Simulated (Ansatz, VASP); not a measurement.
# Si54C53Se (Se_C) in two plane-wave programs

One calculation is typed for both programs; each brings its own data sets. How far apart do they land? The cell is taken from a series of runs on this material, whose earlier steps may have relaxed, scaled, displaced or heated it; both programs get it as it stands.

Program: Ansatz 0.2.0. Level of theory: plane waves, with VASP 6.6.1 beside it; single point at r2SCAN. Results are calculated unless marked as measured.

## (1) Starting point

The cell holds 108 atoms: 54 Si, 53 C and 1 Se. Its edges and angles: a = 9.236 Å, b = 9.236 Å, c = 15.108 Å, α = 90.0°, β = 90.0°, γ = 120.0°. It derives from SiC (SiC (P6_3mc)). Nearest the centre at fractional (0.556, 0.444, 0.542): Se108 at 0.05 Å, Si47 at 2.20 Å, Si29 at 2.25 Å, Si53 at 2.25 Å, Si27 at 2.31 Å, C77 at 3.10 Å, C100 at 3.10 Å, C59 at 3.11 Å. The cell carries charge +1.

## (2) Ansatz: single point, r2SCAN

Ansatz runs on its PAW soft_1 files.

With cell and atoms fixed, the geometry can't cause a difference; cores, projectors, grids and the points listed under the comparison can.

input.yaml reads:

```yaml
crystal:
  checkpoint: "../qp1_M1.relax.run"
  host: checkpoint
total_charge: 1
basis:
  ecutwfc: 500
  xc_grid: 2
hamiltonian:
  xc: r2scan
  pseudopotentials: { kind: paw, azcp: { folder: soft_1 } }
kpoints:
  mp_grid: { grid: [2, 2, 2], shift: [0.5, 0.5, 0.5] }
magnetization:
  spin_polarized: true
  initial_magnetization: 1
  spin_locking: { lock_magnetization: hard }
scf:
  occupations: { method: fermi_dirac, width: 0.01 }
  max_iter: 100
output:
  forces: true
  eigenvalues: true
  charged_corrections:
    epsilon: [7.09, 7.09, 7.35]
    static_epsilon: [10.43, 10.43, 10.95]
    defect_position: [0.555556, 0.444444, 0.541528]
  eigenstates: { localisation: true }
  populations: true
  efg: {}
checkpoint:
  read: "../qp1_M1.relax.run"
  write: "../qp1_M1.point.run"
  compress: false
  write_wavefunctions: false
  write_every: 100000
```

On the command line:

```
> ansatz run input.yaml --threads 4 --pin off --max-ram 15073MiB --backend cpu --events-out ev --progress --plain --runs-dir out
```

Numbers of over 12 decimals in the logs are rounded to 6 here.

What it wrote:

```text
Warning: This run holds its total moment fixed (magnetization.spin_locking.lock_magnetization: hard) and mixes its density by anderson or broyden (scf.mixing.algorithm, typed or taken by auto). Slabs with a fixed moment have converged under broyden above another state at the same moment, at the default mixing steps and at smaller ones, and under scf.lower_state_search: standard, light or off a state that such a mixer [...]
crystal.checkpoint: the structure is that of <dir>, a `relax` run, at its step 8: its result, under r2scan at a charge of 1 e; 108 atoms read, 0 with a starting moment; crystal.structure_sha256 for this input is
Engine: ansatz 0.2.0, x86_64-unknown-linux-gnu
Pseudopotentials: kind: paw
Pseudopotential: Si, paw, valence charge 4, recommended cutoff 500 eV (meta_gga), soft_1/Si.paw.azcp
Pseudopotential: C, paw, valence charge 4, recommended cutoff 500 eV (meta_gga), soft_1/C.paw.azcp
Pseudopotential: Se, paw, valence charge 16, recommended cutoff 500 eV (meta_gga), soft_1/Se.paw.azcp
Functional definition: r2SCAN
  parameter k0 = 0.174
  parameter k1 = 0.065
  parameter a1 = 4.9479
  exchange = r2scan_x(k0 = k0, k1 = k1, a1 = a1)
  correlation = r2scan_c
Crystal: 108 atoms, lattice volume = 1116.095 Å³
Basis set: ecut = 500 eV, 28399 PW (Γ), exchange–correlation on 144×144×240 points (8 copies of the dense FFT grid, shifted against one another)
Bands: 330, of which v1, the nominal top of the filled ones, is band 222 counted from 1 (221 counted from 0)
Symmetry: 1 space group operations
Space group: P1 (ITA 1), of the structure as read, at distance tolerance 1.0e-4 Å
Magnetic group: BNS 1.1 (UNI 1), of the structure as read, at distance tolerance 1.0e-4 Å
k-points: 4 of 8 (time reversal used)
Non-local potential: Si, projectors of the file, l = 0: 2, l = 1: 2, l = 2: 1
Non-local potential: C, projectors of the file, l = 0: 2, l = 1: 2, l = 2: 1
Non-local potential: Se, projectors of the file, l = 0: 2, l = 1: 2, l = 2: 3, l = 3: 1
PAW form: soft (Blöchl's): semilocal exchange-correlation on the pseudo side does not see the compensation charge
PAW frozen core: Si, regenerated for the run's functional (the file was generated under x = pbe(κ = 0.804, μ = 0.219515), c = pbe(β = 0.066725))
PAW frozen core: C, regenerated for the run's functional (the file was generated under x = pbe(κ = 0.804, μ = 0.219515), c = pbe(β = 0.066725))
PAW frozen core: Se, regenerated for the run's functional (the file was generated under x = pbe(κ = 0.804, μ = 0.219515), c = pbe(β = 0.066725))
PAW one-centre angular grid: Si, 302 points (default); XC on 160 Gauss nodes
PAW one-centre angular grid: C, 302 points (default); XC on 219 of its mesh's 2255 points in the sphere
PAW one-centre angular grid: Se, 590 points (default); XC on 160 Gauss nodes
Initial density: read from a saved state, or passed on in memory by an earlier SCF of this step, an earlier step, the calling program or the single point that the run made first
Stability of the state it starts from, as read at its close in the collinear treatment: not read, because the mixer in use, unlike msr1, does not test its closes by its own steps (another_mixer); its run was given moments
Starting moments: Σ|m| = 1 μB on 108 of 108 sites; this step starts from the density that it was given
Initial wavefunctions: pseudopotential atomic-orbital guess — the wavefunctions supplied were not used: k-point sampling differs
Functional: x = r2scan, c = r2scan; τ floored in thin density (d = 2e-4 eV/Å³)
iter 1 solved again at ethr=1.73e-5 eV; its pass at ethr=3.10e-3 eV (dr2=7.67e-2 eV) is discarded
SCF iter   1: F=—  HF=-53364.826557 eV  |F-HF|=—  |Δ(HF+E_count)|=         —  Δρ=1.56e-3 (↑1.53e-3 ↓1.56e-3)  dr2=7.45e-2  dr2_τ=1.18e-3  dr2_m=9.10e-4  M=1.000 μB ∫|m|=1.137 μB  β_m=1.20  ethr=1.73e-5  ⟨swp⟩=9.1  Hψ=19631  notcnv=0  defer=2
preconditioner: auto → Resta (q_TF=auto, 2.339 Å⁻¹)  ε∞=4.3  [insulator: Δε(μ)=0.461 eV  Ē_g=12.756 eV  σ=0.010 eV  W_gap=1.00  n_scr=244 (ndim 8)  ℏωp=23.1 eV  f_vac=0.000  D(μ)=0.00/eV (n_scr^D=0)  ε∞_Penn≈4.3]
spin=Collinear: Resta preconditioning applied to the charge; magnetization (m = ρ↑ − ρ↓) channel mixes plain (no charge-response kernel on spin).
[...]
k-point 3 ↓: bands = [... 218 lower, 9.2804, 9.3571, 9.5546, 12.0417, 12.2850, 12.6554, 12.7073, 13.0384, ... 104 higher]
--- Löwdin populations: 108 sites ---
  site symbol       q [e]    m [muB]
     0     Si      2.9268     0.0061
     1     Si      2.9261     0.0031
     2     Si      2.9396     0.0238
     3     Si      2.9371     0.0017
     4     Si      2.9659     0.0300
     5     Si      2.9366     0.0002
     6      C      4.9811     0.0000
     7      C      4.9806     0.0027
     8      C      4.9740     0.0115
     9      C      4.9714     0.0018
    10      C      4.9705     0.0042
    11      C      4.9713     0.0023
    12     Si      2.9223     0.0043
    13     Si      2.9268     0.0030
    14     Si      2.9411     0.0220
    15     Si      2.9363     0.0008
    16     Si      2.9595     0.0249
    17     Si      2.9372     0.0001
    18      C      4.9806     0.0003
    19      C      4.9811     0.0025
    20      C      4.9647     0.0032
    21      C      4.9707     0.0010
    22      C      4.9736     0.0057
    23      C      4.9737     0.0011
[...]
100     Si      3.0409     0.0716
   101     Si      2.9368     0.0014
   102      C      4.9841     0.0048
   103      C      4.9781    -0.0027
   104      C      4.9740     0.0114
   105      C      4.9714     0.0018
   106      C      4.9706     0.0042
   107      C      4.9713     0.0023
  spilling = 0.010277 (of n_electrons = 443.000000)
```

## (3) VASP: single point, r2SCAN

The same cell, functional, mesh and smearing now go to VASP, with its own data sets.

Lines of VASP's logs that name or quote its potential files are left out, and so is its time.

INCAR reads:

```
SYSTEM = Si54C53Se
PREC = Accurate
ENCUT = 580
EDIFF = 1E-06
NELM = 200
ISMEAR = -1
SIGMA = 0.01
LREAL = Auto
ALGO = Normal
METAGGA = R2SCAN
LASPH = .TRUE.
NELECT = 433
NBANDS = 292
ISPIN = 2
MAGMOM = 0 0 0 0 0.01 0 0 0 0 0 0 0 0 0 0 0 0 0 0 0 0 0 0 0 0 0 0.02 0 0.01 0 0 0 0 0 0 0 0 0 0 0 0 0 0 0 0 0 0.01 0 0 0 0 0 0.01 0 -0 0 0 0 0 0 -0 0 0 0 0 0 0 0 0 0 0 0 0 0 -0 0 0 0 0 -0 -0 0 0 0 0 0 0 0 0 -0 0 0 0 0 0 0 -0 -0 0 0 0 0 -0 0 0 0 0 0.01
LORBIT = 11
LWAVE = .FALSE.
LCHARG = .FALSE.
ISIF = 2
ISYM = 0
NUPDOWN = 1
GGA_COMPAT = .FALSE.
LMIXTAU = .TRUE.
```

POSCAR reads:

```
Si54C53Se
1.0
    9.2359949282      0.0000000000      0.0000000000
   -4.6179974641      7.9986062370      0.0000000000
    0.0000000000      0.0000000000     15.1078644027
Si C Se
54 53 1
Direct
    0.1115793834      0.2218033075      0.8337667581
    0.2201042112      0.1100592064      0.3301820688
    0.2214381736      0.1102743746      0.6683180031
[... 1 atom line left out ...]
    0.9989168117      0.0016794145      0.4990813841
[... 2 atom lines left out ...]
    0.2200557747      0.4467512942      0.3304829595
    0.2211598199      0.4444695535      0.6678507864
[... 1 atom line left out ...]
    0.9996510515      0.3341910197      0.4995506024
[... 5 atom lines left out ...]
    0.0010746968      0.6683005193      0.4988280809
[... 1 atom line left out ...]
    0.4436726701      0.2196440888      0.8368015869
    0.5536157380      0.1100895125      0.3305306469
    0.5559149819      0.1108597494      0.6677988043
[... 1 atom line left out ...]
    0.3321834697      0.9994489746      0.4988282354
[... 1 atom line left out ...]
    0.4439784088      0.5564481579      0.8367829578
    0.5547896477      0.4459093526      0.3323697777
    0.5561029360      0.4444945070      0.6944155973
[... 1 atom line left out ...]
    0.2906474497      0.3127018943      0.4914837706
[... 2 atom lines left out ...]
    0.5539808513      0.7806417392      0.3304760871
    0.5560815453      0.7794389069      0.6678652057
[... 1 atom line left out ...]
    0.3326419071      0.6679557423      0.4987474837
[... 5 atom lines left out ...]
    0.6663926863      0.0010061044      0.4995553220
[... 1 atom line left out ...]
    0.7807106051      0.5566891773      0.8368018359
    0.8905348297      0.4470391188      0.3305340650
    0.8897169850      0.4445704028      0.6677591384
[... 1 atom line left out ...]
    0.6848772296      0.3155466102      0.4921557470
[... 2 atom lines left out ...]
    0.8906301108      0.7805813409      0.3301896963
    0.8903128471      0.7791334682      0.6683242904
[... 1 atom line left out ...]
    0.6879514154      0.7099225176      0.4915156491
[... 3 atom lines left out ...]
    0.1115190346      0.2222600559      0.7084353176
[... 1 atom line left out ...]
    0.2190710123      0.1072036898      0.5425927268
[... 5 atom lines left out ...]
    0.2191002441      0.4461839913      0.5422818382
[... 2 atom lines left out ...]
    0.9988011974      0.6683075255      0.3737878746
[... 5 atom lines left out ...]
    0.3323711802      0.0018824160      0.3737871184
    0.4423387669      0.2174428183      0.7116646719
[... 1 atom line left out ...]
    0.5540401594      0.1083416570      0.5419441591
[... 2 atom lines left out ...]
    0.3288709239      0.3329955902      0.3712949086
    0.4425827194      0.5579285890      0.7115731432
[... 3 atom lines left out ...]
    0.3326437615      0.6681240041      0.3737573874
[... 2 atom lines left out ...]
    0.5544436791      0.7815113839      0.5422684441
[... 3 atom lines left out ...]
    0.7780895677      0.2225062063      0.7085124522
[... 4 atom lines left out ...]
    0.6671881433      0.3334091618      0.3716251972
    0.7832236114      0.5582830296      0.7116396839
[... 1 atom line left out ...]
    0.8920861164      0.4463304821      0.5419156105
[... 2 atom lines left out ...]
    0.6677954131      0.6718841121      0.3713152818
    0.7782140929      0.8889706754      0.7084379138
[... 1 atom line left out ...]
    0.8934542293      0.7815388917      0.5426245118
[... 1 atom line left out ...]
    0.5539724204      0.4466114287      0.5439619845
```

KPOINTS reads:

```
Points of the shifted mesh
8
Reciprocal
 0.2500000000  0.2500000000  0.2500000000 1
 0.2500000000  0.2500000000  0.7500000000 1
 0.2500000000  0.7500000000  0.2500000000 1
 0.2500000000  0.7500000000  0.7500000000 1
 0.7500000000  0.2500000000  0.2500000000 1
 0.7500000000  0.2500000000  0.7500000000 1
 0.7500000000  0.7500000000  0.2500000000 1
 0.7500000000  0.7500000000  0.7500000000 1
```

PAW data sets: Si, C and Se (PBE family, release 64).

On the command line:

```
> export OMP_NUM_THREADS=3
> mpirun -np 1 vasp_std
```

What it wrote:

```text
[banner, memory and clock lines left out]
running    1 mpi-ranks, on    1 nodes
[...]
Offloading initialized ...    1 GPUs detected
[...]
|                                                                             |
|               ----> ADVICE to this user running VASP <----                  |
|                                                                             |
|     You enforced a specific xc type in the INCAR file but a different       |
|     [... a line on the potential file left out ...]
|     I HOPE YOU KNOW WHAT YOU ARE DOING!                                     |
|                                                                             |

 LDA part: xc-table for (None), standard interpolation
 POSCAR, INCAR and KPOINTS ok, starting setup
[...]
entering main loop
       N       E                     dE             d eps       ncg     rms          rms(c)
DAV:   1     0.122205740888E+04    0.12221E+04   -0.21804E+05  9344   0.151E+03
DAV:   2    -0.104594208134E+04   -0.22680E+04   -0.21372E+04 11392   0.256E+02
DAV:   3    -0.121092882086E+04   -0.16499E+03   -0.16310E+03 11432   0.641E+01
DAV:   4    -0.121469884710E+04   -0.37700E+01   -0.37522E+01 11240   0.105E+01
DAV:   5    -0.121480621559E+04   -0.10737E+00   -0.10716E+00 11296   0.167E+00BRMIX: very serious problems
 the old and the new charge density differ
 old charge density:   434.00000 new  433.00000
    0.680E+01
DAV:   6    -0.105082032073E+04    0.16399E+03   -0.24743E+02 10880   0.221E+01    0.390E+01
DAV:   7    -0.105258888289E+04   -0.17686E+01   -0.38935E+01 11824   0.900E+00    0.169E+01
DAV:   8    -0.105311410739E+04   -0.52522E+00   -0.18554E+00 10696   0.229E+00    0.538E+00
DAV:   9    -0.105316388615E+04   -0.49779E-01   -0.34007E-01 10568   0.106E+00    0.165E+00
[...]
DAV:  14    -0.105316365701E+04   -0.18826E-04   -0.26436E-05 12440   0.116E-02    0.202E-02
DAV:  15    -0.105316365366E+04    0.33528E-05   -0.19495E-05 10768   0.826E-03    0.103E-02
DAV:  16    -0.105316365372E+04   -0.56232E-07   -0.16862E-06  6608   0.271E-03
   1 F= -.10531637E+04 E0= -.10531637E+04  d E =-.362559E-10  mag=     0.9956
```

Parts of OUTCAR (step 3):

```text
  FREE ENERGIE OF THE ION-ELECTRON SYSTEM (eV)
  ---------------------------------------------------
  free  energy   TOTEN  =     -1053.1636537159 eV

  energy  without entropy=    -1053.1636537159  energy(sigma->0) =    -1053.16365372

 magnetization (x)
# of ion       s       p       d       tot
------------------------------------------
    1        0.000   0.001   0.000   0.002
    2        0.001   0.001   0.000   0.002
    3        0.001   0.005   0.000   0.006
    4        0.000   0.001   0.000   0.001
    5        0.001   0.004   0.000   0.005
    6        0.000  -0.000   0.000   0.000
    7        0.000   0.001   0.000   0.001
    8        0.001   0.001   0.000   0.002
    9        0.001   0.004   0.000   0.005
   10        0.000   0.000   0.000   0.000
   11        0.001   0.003   0.000   0.004
   12        0.000  -0.000   0.000   0.000
   13        0.000   0.001   0.000   0.001
[...]
--------------------------------------------------
tot          0.108   0.158   0.002   0.268
```

The run ends at a pressure of 0.87 GPa, with forces up to 0.29 eV/Å.

## (4) Comparison

Known differences besides the potentials themselves: VASP starts from the moments at which Ansatz ended; VASP keeps PBE cores, Ansatz makes them for the functional; the cutoff is 500 eV in Ansatz and 580 eV in VASP (PREC = Accurate, projectors in real space). Total energies have different zeros and are not compared.

Compared:

```tsv
quantity	Ansatz	VASP	difference
total moment, fixed by the input (μB)	1.00	1.00	0.00
```

Forces on 10 of the 108 atoms, those with the largest forces and the largest differences (eV/Å; atoms numbered as in POSCAR):

```tsv
atom	Ansatz x, y, z	VASP x, y, z
Si5	0.183, -0.103, 0.202	0.185, -0.105, 0.204
Si27	-0.021, 0.019, -0.050	-0.022, 0.020, -0.044
Si29	0.154, -0.017, 0.115	0.150, -0.017, 0.116
Si32	-0.055, 0.027, 0.037	-0.053, 0.023, 0.031
Si39	0.115, -0.071, 0.074	0.116, -0.071, 0.075
Si41	0.013, 0.043, 0.017	0.008, 0.040, 0.021
Si53	0.085, -0.118, 0.115	0.083, -0.115, 0.115
C59	-0.128, 0.105, -0.140	-0.127, 0.104, -0.141
C91	0.113, -0.088, -0.049	0.112, -0.089, -0.048
C106	-0.159, 0.054, -0.150	-0.158, 0.054, -0.151
```

The forces differ by 1.8 meV/Å r.m.s., which is 3.5 % of the r.m.s. force of 0.052 eV/Å (both taken over all components). The cell carries a charge of +1 e against a uniform background, so its pressure also hangs on how the neutralising background is counted, and in a defect's cell a gap may be the spacing between its levels.

## (5) What came out

| Item | Value |
| --- | --- |
| r.m.s. force difference (single point, r2SCAN) | 1.8 meV/Å |

In words: The r.m.s. force difference is 1.8 meV/Å (single point, r2SCAN), within the 12 meV/Å picked in this series as the mark of a large difference. The data sets hold unlike numbers of valence electrons (443 in Ansatz and 433 in VASP), so part of the differences comes from the potentials. Such differences can come from data sets, numerical settings and the points named under the comparisons, not from the functional's error against experiment.

[Lines on the potential files, build, host, timing and source positions are cut from VASP's logs without a mark.]

[Logs are printed without paths, hosts, clocks, repeated set-up lines and the standing remarks that a program may print on its own settings, such as how far it seeks lower states.]

[Hosts, paths, dates, database ids (printed as entryN), source tags and the programs' standing remarks are cut or masked in the printed files.]
